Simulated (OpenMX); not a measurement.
Crystal: KBr.

```
Br K
1.0
     4.04350    0.00000    0.00000
     0.00000    4.04350    0.00000
     0.00000    0.00000    4.04350
Br K
1 1
Direct
  0.50000 0.50000 0.50000
  0.00000 0.00000 0.00000
```

Measurements of this composition are mostly on another form, of space group No. 225.

Base run:

* Program: OpenMX 3.8.5
* Functional: PBE
* Dispersion: D3
* Potentials or basis: OpenMX 2013 PBE set, Br7.0-s3p2d2, K10.0-s3p2d1, grid cutoff 300 Ry
* k mesh: 5 × 5 × 5
* Occupations: fermi-dirac, width 0.05 eV
* Spin: no spin polarisation

Its results: band gap on the k mesh 3.93 eV, indirect (least direct gap 4.15 eV); pressure -0.1 GPa.

Q: The run is repeated on the same cell with these changes: dispersion from D3 to D3(BJ). What comes out?

A: Band gap on the k mesh 3.93 eV, indirect (least direct gap 4.15 eV); pressure -1.2 GPa.

Caveats: an odd mesh through Γ misses points on the zone boundary, where band edges often lie; the basis of atomic orbitals isn't converged, which shifts pressures, moduli and gaps.
